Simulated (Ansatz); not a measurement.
Input of an Ansatz 0.2.0 run:

File input.yaml:

```yaml
crystal:
  lattice:
    - [0.0, 1.9609, 1.9609]
    - [1.9609, 0.0, 1.9609]
    - [1.9609, 1.9609, 0.0]
  atoms:
    - { symbol: Pt, position: [0.0, 0.0, 0.0] }
hamiltonian:
  xc: revpbe
  pseudopotentials: { kind: paw }
  dispersion: d4
kpoints:
  mp_grid: { grid: [12, 12, 12] }
scf:
  occupations: { method: fermi_dirac, width: 0.05 }
output:
  forces: true
  stress: true
relax:
  f_tol: 0.01
  max_steps: 40
  cell: { stress_tol: 0.05 }
```

Potentials or basis: Ansatz PAW.

Run with:

```sh
$ ansatz run input.yaml --threads 2 --pin off --max-ram 5632MiB --backend cpu --events-out ev --progress --plain --runs-dir out
```

(1) Estimate the relaxed cell.

(2) Estimate the space group after relaxing (to 0.05 Å).

Answers

(1) a = 2.775 Å, b = 2.775 Å, c = 2.775 Å, α = 60.00°, β = 60.00°, γ = 60.00°.

(2) Fm-3m (No. 225).
